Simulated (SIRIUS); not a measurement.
A run of SIRIUS 7.12.0 is set up as follows.

.json

```json
import json, subprocess
import numpy as np
from ase import Atoms
from ase.io import read
from ase.calculators.calculator import Calculator, all_changes
from ase.units import Bohr, Hartree, GPa

class Sirius(Calculator):
    """Writes sirius.json, runs sirius.scf and reads out.json."""
    implemented_properties = ["energy", "free_energy", "forces", "stress", "magmom"]

    def __init__(self, config, files):
        super().__init__()
        self.config, self.files, self.calls = config, files, 0

    def calculate(self, atoms=None, properties=["energy"], system_changes=all_changes):
        super().calculate(atoms, properties, system_changes)
        symbols = atoms.get_chemical_symbols()
        types = list(dict.fromkeys(symbols))
        order = [i for t in types for i, s in enumerate(symbols) if s == t]
        frac = atoms.get_scaled_positions(wrap=False)
        m = atoms.get_initial_magnetic_moments()
        m = m if m.ndim == 2 else np.c_[0 * m, 0 * m, m]
        spin = self.config["parameters"]["num_mag_dims"] > 0
        rows = {t: [list(frac[i]) + (list(m[i]) if spin else []) for i in order if symbols[i] == t] for t in types}
        cell = {"lattice_vectors": (atoms.cell[:] / Bohr).tolist(), "atom_types": types, "atom_files": self.files, "atoms": rows}
        json.dump({**self.config, "unit_cell": cell}, open("sirius.json", "w"), indent=1)
        self.calls += 1
        with open(f"sirius_{self.calls:03d}.out", "w") as log:
            subprocess.run(["sirius.scf", "--input=sirius.json", "--output=out.json"], stdout=log, stderr=subprocess.STDOUT, check=True)
        gs = json.load(open("out.json"))["ground_state"]
        if not gs["converged"]:
            raise RuntimeError("SCF did not converge")
        self.results = {"energy": gs["energy"]["free"] * Hartree, "free_energy": gs["energy"]["free"] * Hartree}
        if "forces" in gs:
            f = np.zeros((len(atoms), 3))
            f[order] = np.array(gs["forces"]) * Hartree / Bohr
            self.results["forces"] = f
        if "stress" in gs:
            s = np.array(gs["stress"]) * Hartree / Bohr**3
            self.results["stress"] = s.flat[[0, 4, 8, 5, 2, 1]]
        if spin:
            self.results["magmom"] = gs["magnetisation"]["total"][2]

atoms = read("W.xyz")
atoms.set_initial_magnetic_moments([0.5])
config = {
    "control": {
        "processing_unit": 'cpu',
        "verbosity": 2,
        "num_bands_to_print": 14,
        "print_forces": True,
        "print_stress": True,
    },
    "parameters": {
        "electronic_structure_method": 'pseudopotential',
        "xc_functionals": ['XC_GGA_X_RPBE', 'XC_GGA_C_PBE'],
        "gk_cutoff": 8.4,
        "pw_cutoff": 16.8,
        "ngridk": [11, 11, 11],
        "shiftk": [0, 0, 0],
        "smearing": 'gaussian',
        "smearing_width": 0.0049979078,
        "num_bands": 14,
        "num_mag_dims": 1,
        "num_dft_iter": 100,
        "energy_tol": 1e-08,
        "density_tol": 1e-06,
        "hubbard_correction": True,
    },
    "iterative_solver": {
        "type": 'davidson',
        "min_tolerance": 1e-10,
    },
    "mixer": {
        "type": 'anderson',
        "beta": 0.5,
        "max_history": 8,
    },
    "settings": {
        "tol_ne": 1e-10,
        "smooth_initial_mag": True,
    },
    "hubbard": {
        "simplified": True,
        "subspace_method": 'full_orthogonalization',
        "local": [{'atom_type': 'W', 'n': 5, 'l': 2, 'U': 0.25724526, 'J': 0.0, 'total_initial_occupancy': 4}],
    },
}
dft = Sirius(config, {'W': 'W.json'})
atoms.calc = dft
results = {"symbols": atoms.get_chemical_symbols(), "cell": atoms.cell[:].tolist(), "frac": atoms.get_scaled_positions(wrap=False).tolist(), "steps": []}

def note():
    results["steps"].append({"energy": atoms.get_potential_energy(), "cell": atoms.cell[:].tolist(), "positions": atoms.positions.tolist(),
                             "forces": atoms.get_forces().tolist(), "stress": atoms.get_stress().tolist()})
    json.dump(results, open("results.json", "w"))

note()
print("free energy (eV):", round(atoms.get_potential_energy(), 6))
print("forces (eV/A):\n", atoms.get_forces().round(5))
print("stress (GPa, Voigt, tension positive):", (atoms.get_stress() / GPa).round(4))
json.dump(results, open("results.json", "w"))
```

The input W.xyz:

```xyz
1
Lattice="0.0000000000 2.0300000000 2.0300000000 2.0300000000 0.0000000000 2.0300000000 2.0300000000 2.0300000000 0.0000000000" Properties=species:S:1:pos:R:3 pbc="T T T"
W      0.0000000000      0.0000000000      0.0000000000
```

Potentials or basis: PseudoDojo 0.4.1 LDA standard (scalar relativistic).

The run is started by

```bash
$ upf_to_json W.upf
$ # the labels of the atomic orbitals (3D, 4S, ...) are then added to the .json files where the converter dropped them
$ OMP_NUM_THREADS=1 python run.py
```

Task: Estimate the absolute moment.

Result: 2.15 μB per cell.

Task: What does it give for the pressure?

Result: 32.3 GPa.

Eigenvalues of the final occupation matrices:
```
  site  spin  trace               eigenvalues
site 1     1   3.52  0.59 0.59 0.59 0.87 0.87
site 1     2   1.44  0.13 0.13 0.39 0.39 0.39
```

Caveat: a pressure of tens of GPa on the cell as given is suspect, and the run, the potentials or the cell itself is likely at fault; the potentials were made for another functional, which shifts forces and pressure; the U is typed as a test and isn't derived for this compound. The state reached can hang on the start; a lower one may exist.
